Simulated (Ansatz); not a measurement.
## CdS (Greenockite): single point with PBE

**What was measured.**

“Isotope dependence of band-gap energy”, 2008, arxiv:0807.2152 quotes, for a bulk crystal of CdS: band gap 2.5809 ± 0.0002 eV.

The system is CdS (Greenockite).

```
CELL_PARAMETERS angstrom
4.15000 0.00000 0.00000
-2.07500 3.59401 0.00000
0.00000 0.00000 6.73700
ATOMIC_POSITIONS crystal
Cd 0.66667 0.33333 0.50000
Cd 0.33333 0.66667 0.00000
S 0.66667 0.33333 0.87500
S 0.33333 0.66667 0.37500
```

* Program: Ansatz 0.2.0
* Task: single point
* Functional: PBE
* Potentials or basis: all-electron LAPW, scalar-relativistic
* Cutoff: 246 eV (chosen from the basis error)
* Basis error allowed: 0.001 eV/atom
* k mesh: 7 × 7 × 4
* Occupations: fermi-dirac, width 0.05 eV
* Spin: no spin polarisation

```
Pressure               : 2.1 GPa
Largest force          : 0.068 eV/Å
Band gap on the k mesh : 1.20 eV, direct
Loewdin charges        : Cd +1.28; S -1.09 e
```

Forces on the atoms (eV/Å):
```
Cd   0.000  0.000 -0.068
Cd   0.000  0.000 -0.068
S    0.000  0.000  0.068
S    0.000  0.000  0.068
```

Stress tensor (GPa, compression positive):
```
1.89 0.00 0.00
0.00 1.89 0.00
0.00 0.00 2.53
```

Levels at points of the mesh, in eV from the valence-band top:
| k point | band 31 | band 32 | band 33 | band 34 | band 35 | band 36 | band 37 | band 38 |
| --- | --- | --- | --- | --- | --- | --- | --- | --- |
| (0.00, 0.00, 0.00) | -0.75 | -0.04 | 0.00 | 0.00 | 1.20 | 2.79 | 6.46 | 6.46 |
| (0.00, 0.00, -0.50) | -0.39 | -0.39 | -0.39 | -0.39 | 2.84 | 2.84 | 6.17 | 6.17 |

Wall time 26 s on 2 threads of Intel(R) Xeon(R) Processor @ 2.70GHz, with other jobs on the host, peak memory 0.45 GiB.

Against the measured gap of CdS, 2.5809 eV (quoted in “Isotope dependence of band-gap energy”, 2008, arxiv:0807.2152), the calculated 1.20 eV is off by -1.38 eV. So large a miss can be the level of theory's own, or it may mean another phase, state or a wrong row. Spin-orbit coupling on Cd is left out. The value is that of PBE, without temperature or zero-point motion. Semilocal functionals fall short of measured gaps as a rule.

Caveat: the atomic charges don't sum to the cell's charge.
